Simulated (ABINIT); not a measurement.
The system is MgS.

```
CELL_PARAMETERS angstrom
4.03462 0.00000 0.00000
-2.01731 3.49409 0.00000
0.00000 0.00000 6.43229
ATOMIC_POSITIONS crystal
S 0.66667 0.33333 0.87924
S 0.33333 0.66667 0.37924
Mg 0.33333 0.66667 0.99575
Mg 0.66667 0.33333 0.49575
```

The cell comes from a database or a generator and needn't be the stable form of this composition.

Base run:

* Program: ABINIT 10.8.3 (patched build)
* Functional: PBEsol
* Potentials or basis: JTH PAW PBE v2.0
* Cutoff: 544 eV
* k mesh: 8 × 8 × 4
* Occupations: fermi-dirac, width 0.05 eV
* Spin: no spin polarisation

Its results: band gap on the k mesh 3.27 eV, direct; pressure -0.4 GPa; largest force 0.048 eV/Å.

Problem. The run is repeated on the same cell with these changes: functional from PBEsol to LDA; potentials or basis from JTH PAW PBE v2.0 to JTH PAW LDA v2.0. What comes out?

Solution. Band gap on the k mesh 3.14 eV, direct; pressure -2.1 GPa; largest force 0.055 eV/Å.

Caveats: the PAW data sets were made with another functional, which shifts forces and pressure a little (some runs).
